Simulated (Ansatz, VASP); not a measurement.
**BN (BN (110), 3 layers) in VASP and in Ansatz**

Contents of INCAR:

```
PREC = Accurate
ENCUT = 520
EDIFF = 1E-6
ISMEAR = -1
SIGMA = 0.02
LREAL = False
LASPH = True
NELM = 60
ALGO = Normal
ISIF = 2
LWAVE = False
LCHARG = True
LDIPOL = True
IDIPOL = 3
DIPOL = 0.5 0.5 0.500
LELF = True
LVHAR = True
LVACPOTAV = True
NBANDS = 21
```

Contents of KPOINTS:

```
Automatic mesh
0
Gamma
  10 7 1
```

The input POSCAR:

```
BN
1.0
    2.5318878315      0.0000000000      0.0000000000
    0.0000000000      3.5806301097      0.0000000000
    0.0000000000      0.0000000000     18.5319000000
B N
3 3
Direct
    0.2500000000      0.1250000000      0.4316883905
    0.7500000000      0.6250000000      0.5000000000
    0.2500000000      0.1250000000      0.5683116095
    0.7500000000      0.8750000000      0.4316883905
    0.2500000000      0.3750000000      0.5000000000
    0.7500000000      0.8750000000      0.5683116095
```

Input for Ansatz:

```yaml
crystal:
  lattice:
    - [2.5318878315, 0.0, 0.0]
    - [0.0, 3.5806301097, 0.0]
    - [0.0, 0.0, 18.5319]
  atoms:
    - { symbol: B, position: [0.25, 0.125, 0.4316883905] }
    - { symbol: "N", position: [0.75, 0.875, 0.4316883905] }
    - { symbol: B, position: [0.75, 0.625, 0.5] }
    - { symbol: "N", position: [0.25, 0.375, 0.5] }
    - { symbol: B, position: [0.25, 0.125, 0.5683116095] }
    - { symbol: "N", position: [0.75, 0.875, 0.5683116095] }
kpoints:
  mp_grid: { grid: [10, 7, 1] }
scf:
  occupations: { method: fermi_dirac, width: 0.02 }
hamiltonian:
  xc: lda
  pseudopotentials: { kind: paw }
output:
  forces: true
  stress: true
  eigenvalues: true
  populations: true
efield:
  axis: 3
  amplitude: 0
  dipole_correction: true
```

Alike in both runs: task single point; functional LDA; k mesh 10 × 7 × 1; occupations fermi-dirac, width 0.02 eV; no spin polarisation.

|  | VASP | Ansatz |
| --- | --- | --- |
| version | VASP 6.6.1 | Ansatz 0.2.0 |
| potentials or method | VASP PAW LDA potentials, release 64 (B, N) | PAW with Ansatz's default frozen-core files, scalar-relativistic |
| plane-wave cutoff (eV) | 520 | 420 |
| valence electrons in the cell | 24 | 24 |

|  | VASP | Ansatz | Ansatz less VASP |
| --- | --- | --- | --- |
| rms of the force components (eV/Å) | 2.555 | 2.570 | +0.0152 |
